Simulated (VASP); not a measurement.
# Cu (Im-3m) in VASP: further runs

One crystal, Cu, is run at these levels: RPBE; tasks: single point.

All numbers are computed with VASP 6.6.1; they aren't measurements. Logs are shortened: lines on timing, memory, paths and dates and some standing lists are left out, and cuts for length are marked.

## 1. The structure

It takes space group Im-3m (No. 229, cubic). The conventional cell has a = 2.920 Å, b = 2.920 Å, c = 2.920 Å, α = 90.00°, β = 90.00°, γ = 90.00°. Cu (site symmetry m-3m) has 8 Cu at 2.53 Å as nearest neighbours.

This isn't the form of Cu at room conditions, which is fcc.

## 2. Single point, RPBE

INCAR

```
SYSTEM = Cu
PREC     = Accurate       ! precision mode
ENCUT    = 520            ! plane-wave cutoff, eV
EDIFF    = 1E-6           ! SCF threshold, eV
ISMEAR   = -1             ! smearing method
SIGMA    = 0.1            ! smearing width, eV
LREAL    = .FALSE.        ! projectors in reciprocal space
LASPH    = .TRUE.         ! aspherical terms in the spheres
NELM     = 60             ! most SCF steps
ALGO     = Normal         ! electronic algorithm
ISIF     = 2              ! what is computed and relaxed
LWAVE    = .FALSE.        ! write WAVECAR
LCHARG   = .FALSE.        ! write CHGCAR
GGA      = RP             ! functional
NBANDS   = 12             ! bands
```

KPOINTS

```
Automatic mesh
0
G
  25 25 25
  0 0 0
```

POSCAR

```
Cu
1.0
   -1.4598499244      1.4598499244      1.4598499244
    1.4598499244     -1.4598499244      1.4598499244
    1.4598499244      1.4598499244     -1.4598499244
Cu
1
Direct
    0.0000000000      0.0000000000      0.0000000000
```

Potentials or basis: VASP PAW PBE potentials, release 64 (Cu).

Command:

```sh
> cat potpaw_PBE.64/Cu/POTCAR > POTCAR
> mpirun -np 1 vasp_std > vasp.out
```

OUTCAR:

```text
SYSTEM = Cu
   PREC = Accurate
   ENCUT = 520
   EDIFF = 1E-6
   ISMEAR = -1
   LREAL = .FALSE.
   LASPH = .TRUE.
   NELM = 60
   ISIF = 2
   GGA = RP

 ion  position               nearest neighbor table
   1  0.000  0.000  0.000-

  LATTYP: Found a body centered cubic cell.
 ALAT       =     2.9196998488

  Lattice vectors:

 A1 = (  -1.4598499244,   1.4598499244,   1.4598499244)
 A2 = (   1.4598499244,  -1.4598499244,   1.4598499244)
 A3 = (   1.4598499244,   1.4598499244,  -1.4598499244)

Analysis of symmetry for initial positions (statically):
=====================================================================
 Subroutine PRICEL returns:
 Original cell was already a primitive cell.

 Routine SETGRP: Setting up the symmetry group for a
 body centered cubic supercell.

 Subroutine GETGRP returns: Found 48 space group operations
 (whereof 48 operations were pure point group operations)
 out of a pool of 48 trial point group operations.

The static configuration has the point symmetry O_h .

Analysis of symmetry for dynamics (positions and initial velocities):
=====================================================================
 Subroutine PRICEL returns:
 Original cell was already a primitive cell.

 Routine SETGRP: Setting up the symmetry group for a
 body centered cubic supercell.

 Subroutine GETGRP returns: Found 48 space group operations
 (whereof 48 operations were pure point group operations)
 out of a pool of 48 trial point group operations.

The dynamic configuration has the point symmetry O_h .

 Subroutine INISYM returns: Found 48 space group operations
 (whereof 48 operations are pure point group operations),
 and found     1 'primitive' translations

----------------------------------------------------------------------------------------

                                     Primitive cell

  volume of cell :      12.4447

  direct lattice vectors                    reciprocal lattice vectors
    -1.459849924  1.459849924  1.459849924     0.000000000  0.342500960  0.342500960
     1.459849924 -1.459849924  1.459849924     0.342500960  0.000000000  0.342500960
     1.459849924  1.459849924 -1.459849924     0.342500960  0.342500960  0.000000000

  length of vectors
     2.528534240  2.528534240  2.528534240     0.484369502  0.484369502  0.484369502

  position of ions in fractional coordinates (direct lattice)
     0.000000000  0.000000000  0.000000000

  ion indices of the primitive-cell ions
   primitive index   ion index
                 1           1

----------------------------------------------------------------------------------------

 KPOINTS: Automatic mesh

Automatic generation of k-mesh.
 Grid dimensions read from file:
 generate k-points for:   25   25   25

 Generating k-lattice:

  Cartesian coordinates                     Fractional coordinates (reciprocal lattice)
     0.000000000  0.013700038  0.013700038     0.040000000  0.000000000  0.000000000
     0.013700038  0.000000000  0.013700038     0.000000000  0.040000000  0.000000000
     0.013700038  0.013700038  0.000000000     0.000000000  0.000000000  0.040000000

  Length of vectors
     0.019374780  0.019374780  0.019374780

  Shift w.r.t. Gamma in fractional coordinates (k-lattice)
     0.000000000  0.000000000  0.000000000

 Subroutine IBZKPT returns following result:
 ===========================================

 Found    455 irreducible k-points:

 Following reciprocal coordinates:
            Coordinates               Weight
  0.000000  0.000000  0.000000      1.000000
  0.040000  0.000000  0.000000     12.000000
  0.080000  0.000000  0.000000     12.000000
  0.120000  0.000000  0.000000     12.000000
  0.160000  0.000000  0.000000     12.000000
  0.200000  0.000000  0.000000     12.000000
[... 16 lines left out ...]
  0.400000  0.040000  0.000000     48.000000
  0.440000  0.040000  0.000000     48.000000
 [... further k-points ...]
   k-points           NKPTS =    455   k-points in BZ     NKDIM =    455   number of bands    NBANDS=     12
   number of dos      NEDOS =    301   number of ions     NIONS =      1
   total plane-waves  NPLWV =   8000
   dimension x,y,z NGX =    20 NGY =   20 NGZ =   20
   dimension x,y,z NGXF=    40 NGYF=   40 NGZF=   40
   ions per type =               1
   NGX,Y,Z   is equivalent  to a cutoff of  13.15, 13.15, 13.15 a.u.
   NGXF,Y,Z  is equivalent  to a cutoff of  26.30, 26.30, 26.30 a.u.
 SYSTEM =  Cu
   PREC   = accura    normal or accurate (medium, high low for compatibility)
   ISTART =      0    job   : 0-new  1-cont  2-samecut
   ICHARG =      2    charge: 1-file 2-atom 10-const
   ISPIN  =      1    spin polarized calculation?
   LNONCOLLINEAR =      F non collinear calculations
   LSORBIT =      F    spin-orbit coupling
   LASPH  =      T    aspherical Exc in radial PAW
   ENCUT  =  520.0 eV  38.22 Ry    6.18 a.u.   4.70  4.70  4.70*2*pi/ulx,y,z
   NELM   =     60;   NELMIN=  2; NELMDL= -5     # of ELM steps
   EDIFF  = 0.1E-05   stopping-criterion for ELM
   LREAL  =      F    real-space projection
   EDIFFG = 0.1E-04   stopping-criterion for IOM
   NSW    =      0    number of steps for IOM
   IBRION =     -1    ionic relax: 0-MD 1-quasi-New 2-CG
   NFREE  =      0    steps in history (QN), initial steepest desc. (CG)
   ISIF   =      2    stress and relaxation
   ISYM   =      2    0-nonsym 1-usesym 2-fastsym
   POTIM  = 0.5000    time-step for ionic-motion
   TEBEG  =    0.0;   TEEND  =   0.0 temperature during run
   PSTRESS=    0.0 pullay stress
   NELECT =      11.0000    total number of electrons
   NUPDOWN=      -1.0000    fix difference up-down
   EMIN   =  10.00;   EMAX   =-10.00  energy-range for DOS
   EFERMI =   0.00;   METHOD = LEGACY
   ISMEAR =    -1;   SIGMA  =   0.10  broadening in eV -4-tet -1-fermi 0-gaus
   EFERMI_NEDOS =   21; number of points for ismear=-14 and -15
   IALGO  =     38    algorithm
   IMIX   =      4    mixing-type and parameters
     AMIX     =   0.40;   BMIX     =  1.00
     AMIX_MAG =   1.60;   BMIX_MAG =  1.00
  volume/ion in A,a.u.               =      12.44        83.98
  Fermi-wavevector in a.u.,A,eV,Ry     =   1.571125  2.968997 33.585098  2.468435
  Thomas-Fermi vector in A             =   2.672756
   LORBIT       =      0    0 simple, 1 ext, 2 COOP (PROOUT), +10 PAW based schemes
   GGA     = RP    functional components
   LHFCALC =     F    Hartree Fock is set to
   AEXX    =    0.0000 exact exchange contribution
   IVDW    =     0    specifies the selected vdW correction
   LEPSILON=     F    determine dielectric tensor
   LRPA    =     F    only Hartree local field effects (RPA)
 non-spin polarized calculation
  energy-cutoff  :      520.00
  volume of cell :       12.44
 maximum number of plane-waves:       370
   NGX =  9   NGY =  9   NGZ =  9

 number of electron      11.0000013 magnetization

 Free energy of the ion-electron system (eV)
  ---------------------------------------------------
  ext. energy  EPLUGINS =         0.00000000
  ---------------------------------------------------
  free energy    TOTEN  =        -3.22733629 eV

  energy without entropy =       -3.21732567  energy(sigma->0) =       -3.22233098

 E-fermi :   7.1136     XC(G=0): -12.2885

 val. band max:        7.1102742947   @ k =  -0.3600   0.4800   0.0400
 cond. band min:       7.1809372479   @ k =  -0.4800  -0.4800   0.0400
 fundamental gap:      0.0706629533
 Fermi energy:         7.1136181291

 k-point     1 :       0.0000    0.0000    0.0000
  band No.  band energies     occupation
      1      -1.8333      2.00000
      2       4.1753      2.00000
      3       4.1753      2.00000
      4       4.1753      2.00000
      5       5.1065      2.00000
      6       5.1065      2.00000
      7      31.6123      0.00000
      8      31.6123      0.00000
      9      31.6123      0.00000
     10      34.4676      0.00000
     11      34.4676      0.00000
     12      34.4676      0.00000

 k-point     2 :       0.0400    0.0000    0.0000
  band No.  band energies     occupation
      1      -1.7738      2.00000
      2       4.1647      2.00000
      3       4.1750      2.00000
      4       4.1972      2.00000
      5       5.0958      2.00000
      6       5.1072      2.00000
      7      30.8443      0.00000
      8      31.4328      0.00000
      9      31.4407      0.00000
     10      33.6022      0.00000
     11      33.6099      0.00000
     12      33.7816      0.00000

 k-point     3 :       0.0800    0.0000    0.0000
  band No.  band energies     occupation
      1      -1.5961      2.00000
      2       4.1334      2.00000
      3       4.1730      2.00000
      4       4.2620      2.00000
      5       5.0669      2.00000
      6       5.1097      2.00000
      7      29.0679      0.00000
      8      30.8242      0.00000
      9      31.0002      0.00000
     10      32.3078      0.00000
     11      32.8659      0.00000
     12      33.3925      0.00000
[... 286 lines left out ...]
 k-point    23 :       0.4000    0.0400    0.0000
  band No.  band energies     occupation
      1       2.2949      2.00000
      2       3.5648      2.00000
      3       5.0015      2.00000
      4       5.1279      2.00000
      5       5.4261      2.00000
      6       6.0036      1.99997
      7      12.8452      0.00000
      8      23.7280      0.00000
      9      24.4127      0.00000
     10      28.3941      0.00000
     11      30.9509      0.00000
     12      38.9785      0.00000

 k-point    24 :       0.4400    0.0400    0.0000
  band No.  band energies     occupation
      1       2.3843      2.00000
      2       3.5360      2.00000
      3       5.0522      2.00000
      4       5.1527      2.00000
      5       5.6104      2.00000
      6       6.5546      1.99256
      7      11.6976      0.00000
      8      23.5051      0.00000
      9      24.1755      0.00000
     10      28.2989      0.00000
     11      30.9113      0.00000
     12      39.5037      0.00000

 [... further k-points ...]

------------------------ aborting loop because EDIFF is reached ----------------------------------------

  FORCE on cell =-STRESS in cart. coord.  units (eV):
  Direction    XX          YY          ZZ          XY          YZ          ZX
  --------------------------------------------------------------------------------------
  -------------------------------------------------------------------------------------
  Total        0.0450105      0.0450105      0.0450105     -0.0000000      0.0000000      0.0000000
  in kB        5.7948117      5.7948117      5.7948117     -0.0000000      0.0000000      0.0000000
  external PRESSURE =       5.7948117 kB  Pullay stress =       0.0000000 kB

 VOLUME and BASIS-vectors are now :
 -----------------------------------------------------------------------------
  energy-cutoff  :      520.00
  volume of cell :       12.44
      direct lattice vectors                 reciprocal lattice vectors
    -1.459849924  1.459849924  1.459849924     0.000000000  0.342500960  0.342500960
     1.459849924 -1.459849924  1.459849924     0.342500960  0.000000000  0.342500960
     1.459849924  1.459849924 -1.459849924     0.342500960  0.342500960  0.000000000

 POSITION                                       TOTAL-FORCE (eV/Angst)
 -----------------------------------------------------------------------------------
      0.00000      0.00000      0.00000         0.000000     -0.000000      0.000000
 -----------------------------------------------------------------------------------
    total drift:                                0.000000     -0.000000      0.000000

  FREE ENERGIE OF THE ION-ELECTRON SYSTEM (eV)
  ---------------------------------------------------
  free  energy   TOTEN  =        -3.2273362875 eV

  energy  without entropy=       -3.2173256683  energy(sigma->0) =       -3.22233098
```

It took 22 s on 1 thread of Intel Xeon 6975P-C (Granite Rapids), shared host; peak memory 0.18 GiB.

Results:

```yaml
Free_energy: -3.2273 eV
Pressure: 0.6 GPa
Band_gap_on_the_k_mesh: none (metal or under the smearing width)
```

Caveat: the PAW data sets were made with another functional, which shifts forces and pressure a little.

## 3. Single point, RPBE

This run uses another cell than the first one, of 13.44 Å³/atom, 1.080 times its volume.

INCAR

```
PREC = Accurate
ENCUT = 520
EDIFF = 1E-6
ISMEAR = -1
SIGMA = 0.1
LREAL = F
LASPH = T
NELM = 100
ALGO = Normal
ISIF = 2
LWAVE = F
LCHARG = T
GGA = RP
LELF = T
LVHAR = T
NBANDS = 12
```

KPOINTS

```
regular mesh
0
Gamma
  17 17 17
```

POSCAR

```
Cu
1.0
   -1.4977849538      1.4977849538      1.4977849538
    1.4977849538     -1.4977849538      1.4977849538
    1.4977849538      1.4977849538     -1.4977849538
Cu
1
Direct
    0.0000000000      0.0000000000      0.0000000000
```

Potentials or basis: VASP PAW PBE potentials, release 64 (Cu).

Command:

```sh
> cat potpaw_PBE.64/Cu/POTCAR > POTCAR
> mpirun -np 1 vasp_std > vasp.out
```

OUTCAR:

```text
PREC = Accurate
   ENCUT = 520
   EDIFF = 1E-6
   ISMEAR = -1
   LREAL = F
   LASPH = T
   NELM = 100
   ISIF = 2
   GGA = RP

 ion  position               nearest neighbor table
   1  0.000  0.000  0.000-

  LATTYP: Found a body centered cubic cell.
 ALAT       =     2.9955699076

  Lattice vectors:

 A1 = (  -1.4977849538,   1.4977849538,   1.4977849538)
 A2 = (   1.4977849538,  -1.4977849538,   1.4977849538)
 A3 = (   1.4977849538,   1.4977849538,  -1.4977849538)

Analysis of symmetry for initial positions (statically):
=====================================================================
 Subroutine PRICEL returns:
 Original cell was already a primitive cell.

 Routine SETGRP: Setting up the symmetry group for a
 body centered cubic supercell.

 Subroutine GETGRP returns: Found 48 space group operations
 (whereof 48 operations were pure point group operations)
 out of a pool of 48 trial point group operations.

The static configuration has the point symmetry O_h .

Analysis of symmetry for dynamics (positions and initial velocities):
[... 169 lines left out ...]
      4       3.5297      2.00000
      5       4.3608      2.00000
      6       4.3608      2.00000
      7      30.0008      0.00000
      8      30.0008      0.00000
      9      30.0008      0.00000
     10      31.9193      0.00000
     11      31.9193      0.00000
     12      31.9193      0.00000
[... 331 lines left out ...]
 k-point    24 :       0.1765    0.1765    0.0000
  band No.  band energies     occupation
      1       0.8036      2.00000
      2       3.2268      2.00000
      3       3.2568      2.00000
      4       4.1831      2.00000
      5       4.4384      2.00000
      6       4.6924      2.00000
      7      18.5709      0.00000
      8      18.7471      0.00000
      9      23.9566      0.00000
     10      29.3109      0.00000
     11      31.2016      0.00000
     12      34.6713      0.00000

 [... further k-points ...]

------------------------ aborting loop because EDIFF is reached ----------------------------------------

  FORCE on cell =-STRESS in cart. coord.  units (eV):
  Direction    XX          YY          ZZ          XY          YZ          ZX
  --------------------------------------------------------------------------------------
  -------------------------------------------------------------------------------------
  Total       -0.6032865     -0.6032865     -0.6032865     -0.0000000      0.0000000     -0.0000000
  in kB      -71.9160425    -71.9160425    -71.9160425     -0.0000000      0.0000000     -0.0000000
  external PRESSURE =     -71.9160425 kB  Pullay stress =       0.0000000 kB

 VOLUME and BASIS-vectors are now :
 -----------------------------------------------------------------------------
  energy-cutoff  :      520.00
  volume of cell :       13.44
      direct lattice vectors                 reciprocal lattice vectors
    -1.497784954  1.497784954  1.497784954     0.000000000  0.333826294  0.333826294
     1.497784954 -1.497784954  1.497784954     0.333826294  0.000000000  0.333826294
     1.497784954  1.497784954 -1.497784954     0.333826294  0.333826294  0.000000000

 POSITION                                       TOTAL-FORCE (eV/Angst)
 -----------------------------------------------------------------------------------
      0.00000      0.00000      0.00000         0.000000     -0.000000      0.000000
 -----------------------------------------------------------------------------------
    total drift:                                0.000000     -0.000000      0.000000

  FREE ENERGIE OF THE ION-ELECTRON SYSTEM (eV)
  ---------------------------------------------------
  free  energy   TOTEN  =        -3.2069654684 eV

  energy  without entropy=       -3.1969826962  energy(sigma->0) =       -3.20197408
```

Run time: 9.4 s. Hardware: 1 thread of Intel Xeon 6975P-C (Granite Rapids), shared host; peak memory 0.14 GiB.

What came out:

```
Free energy            : -3.2070 eV
Pressure               : -7.2 GPa
Band gap on the k mesh : none (metal or under the smearing width)
```

Levels at points of the mesh, in eV from the Fermi level:
```tsv
k point	band 2	band 3	band 4	band 5	band 6	band 7	band 8	band 9	band 10	band 11
(0.00, 0.00, 0.00)	-2.71	-2.71	-2.71	-1.88	-1.88	23.76	23.76	23.76	25.68	25.68
```

Caveat: the PAW data sets were made with another functional, which shifts forces and pressure a little.

## 4. Single point, RPBE

This run uses another cell than the first one, of 11.95 Å³/atom, 0.960 times its volume.

INCAR

```
SYSTEM = Cu
PREC = Accurate ; ENCUT = 520
EDIFF = 1E-6 ; ISMEAR = -1
SIGMA = 0.1 ; LREAL = .False.
LASPH = .True. ; NELM = 80
ALGO = Normal ; ISIF = 2
LWAVE = .False. ; LCHARG = .False.
GGA = RP ; NBANDS = 12
```

KPOINTS

```
regular mesh
0
Gamma
  17 17 17
  0 0 0
```

POSCAR

```
Cu
1.0
   -1.4401198041      1.4401198041      1.4401198041
    1.4401198041     -1.4401198041      1.4401198041
    1.4401198041      1.4401198041     -1.4401198041
Cu
1
Direct
    0.0000000000      0.0000000000      0.0000000000
```

Command:

```sh
> cat potpaw_PBE.64/Cu/POTCAR > POTCAR
> mpirun -np 1 vasp_std > vasp.out
```

Run time: 9.3 s. Hardware: 1 thread of Intel Xeon 6975P-C (Granite Rapids), shared host; peak memory 0.14 GiB.

The run converged. Its results:

```yaml
Free_energy: -3.2185 eV
Pressure: 6.1 GPa
Band_gap_on_the_k_mesh: none (metal or under the smearing width)
```

Levels at points of the mesh, in eV from the Fermi level:
| k point | band 2 | band 3 | band 4 | band 5 | band 6 | band 7 | band 8 | band 9 | band 10 | band 11 |
| --- | --- | --- | --- | --- | --- | --- | --- | --- | --- | --- |
| (0.00, 0.00, 0.00) | -3.04 | -3.04 | -3.04 | -2.05 | -2.05 | 24.92 | 24.92 | 24.92 | 28.31 | 28.31 |

Caveat: the PAW data sets were made with another functional, which shifts forces and pressure a little.

## 5. The runs side by side

| cell | k mesh | gap on the mesh (eV) | pressure (GPa) |
| --- | --- | --- | --- |
| Im-3m, 12.44 Å³/atom | 25 × 25 × 25 | none | 0.6 |
| Im-3m, 13.44 Å³/atom | 17 × 17 × 17 | none | -7.2 |
| Im-3m, 11.95 Å³/atom | 17 × 17 × 17 | none | 6.1 |

Alike in all rows: task single point; level RPBE; potentials or basis VASP PAW PBE potentials, release 64 (Cu); no spin polarisation; cutoff (eV) 520; smearing fermi-dirac 0.1 eV.

Every run on the cell as given and a fine mesh finds a metal.

Caveats: the PAW data sets were made with another functional, which shifts forces and pressure a little.

Absolute energies hang on the potentials; compare differences alone.
